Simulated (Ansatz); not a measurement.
## Ag: energy above lowest point and pressure against volume per atom

All results are calculated (Ansatz 0.2.0 development build). Equation of state of a cubic crystal from periodic Kohn-Sham density functional theory without spin; pressure corrected for the finite basis.

Cell of the first row (space group Im-3m, No. 229):
```
CELL_PARAMETERS angstrom
-1.61730 1.61730 1.61730
1.61730 -1.61730 1.61730
1.61730 1.61730 -1.61730
ATOMIC_POSITIONS crystal
Ag 0.00000 0.00000 0.00000
```

Settings of every row: formula Ag; structure type bcc; functional PBE; spin treatment none; k mesh 23x23x23; occupation method fermi-dirac; occupation width 0.061225619 eV; wave cutoff 700 eV; datasets hard PAW; density cutoff ratio 4.

Limits: a cubic model structure, not a phase known at ambient conditions; modest k-mesh, values are not fully converged in k; the SCF threshold is loose for a stress in some rows.

```
row  volume per atom (Å³)  energy above lowest point (meV/atom)  pressure (GPa)
  1                 16.92                                     ?               ?
  2                 17.28                                  7.96           3.878
  3                 17.64                                  1.72           1.726
  4                    18                                     0          -0.156
  5                 18.36                                  2.24            -1.8
  6                 18.72                                  7.93          -3.235
  7                 19.08                                 16.64          -4.487
```

Question: what energy above lowest point and pressure should row 1 give?

Worked fit of energy above lowest point. Take u = (V_r/V)^(2/3) − 1 with V_r = 18.18 Å³ an atom, which is twice the finite (Eulerian) strain; such expansions in the strain, on which the Birch-Murnaghan equation of state is built, carry the rest volume and the bulk modulus. The shown rows have u = 0.03443, 0.02031, 0.00666, -0.00655, -0.01932, -0.0317. Least squares give energy above lowest point = 0.658 − 171.11 × u + 10805 × u² + 9425 × u³ meV/atom; a parabola predicts inner rows, each left out in turn, worse (root mean square 0.11 against 0.0015 meV/atom). All shown rows lie on it to the printed digit. Its lowest point lies at u = 0.0078, or V = 17.97 Å³ an atom, and the curvature there gives the bulk modulus at fixed shape and fractions, B = (4/9)(1 + u)² E″(u)/V = 88.8 GPa. The withheld row has u = 0.04905, so the fit gives 0.658 − 171.11 × (0.04905) + 10805 × (0.04905)² + 9425 × (0.04905)³ = 19.37 meV/atom.

The calculation gave 19.37 meV/atom. The fit meets it to the printed digit. This row lies beyond the range of the fit.

Worked fit of pressure. Take u = (V_r/V)^(2/3) − 1 with V_r = 18.18 Å³ an atom, which is twice the finite (Eulerian) strain; such expansions in the strain, on which the Birch-Murnaghan equation of state is built, carry the rest volume and the bulk modulus. The shown rows have u = 0.03443, 0.02031, 0.00666, -0.00655, -0.01932, -0.0317. Least squares give pressure = −1.006 + 124.426 × u + 482.62 × u² + 683.1 × u³ GPa; a parabola predicts inner rows, each left out in turn, worse (root mean square 0.0081 against 0.00063 GPa). All shown rows lie on it to the printed digit. The pressure vanishes at u = 0.0078, or V = 17.97 Å³ an atom, and there the bulk modulus at fixed shape and fractions is B = −V dP/dV = (2/3)(1 + u) dP/du = 88.8 GPa. The withheld row has u = 0.04905, so the fit gives −1.006 + 124.426 × (0.04905) + 482.62 × (0.04905)² + 683.1 × (0.04905)³ = 6.339 GPa.

The calculation gave 6.34 GPa. The fit lies 0.001 GPa (0.0092 % of the column's range) below it, one unit of the last digit. This row lies beyond the range of the fit.
